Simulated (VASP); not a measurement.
Input of a VASP 6.6.1 run:

The input INCAR:

```
SYSTEM = HfB
PREC = Accurate ; ENCUT = 520
EDIFF = 1E-6 ; ISMEAR = 0
SIGMA = 0.05 ; LREAL = .False.
LASPH = .True. ; NELM = 100
ALGO = Normal ; ISIF = 2
LWAVE = .False. ; LCHARG = .False.
GGA = PE ; NBANDS = 14
```

Contents of KPOINTS:

```
regular mesh
0
Gamma
  12 12 12
  0 0 0
```

The input POSCAR:

```
HfB
1.0
    0.0000000000      2.3100005622      2.3100005622
    2.3100005622      0.0000000000      2.3100005622
    2.3100005622      2.3100005622      0.0000000000
Hf B
1 1
Direct
    0.5000000000      0.5000000000      0.5000000000
    0.0000000000      0.0000000000      0.0000000000
```

Potentials or basis: VASP PAW PBE potentials, release 64 (Hf_pv, B).

Launch:

```bash
$ cat potpaw_PBE.64/Hf_pv/POTCAR potpaw_PBE.64/B/POTCAR > POTCAR
$ mpirun -np 1 vasp_std > vasp.out
```

Q: Predict the band gap on the k mesh.

A: None (metal or under the smearing width).

Q: What does it give for the pressure?

A: 30.7 GPa.

Caveat: a pressure of tens of GPa on the cell as given is suspect, and the run, the potentials or the cell itself is likely at fault. Spin-orbit coupling is left out, which matters for the levels of Hf.
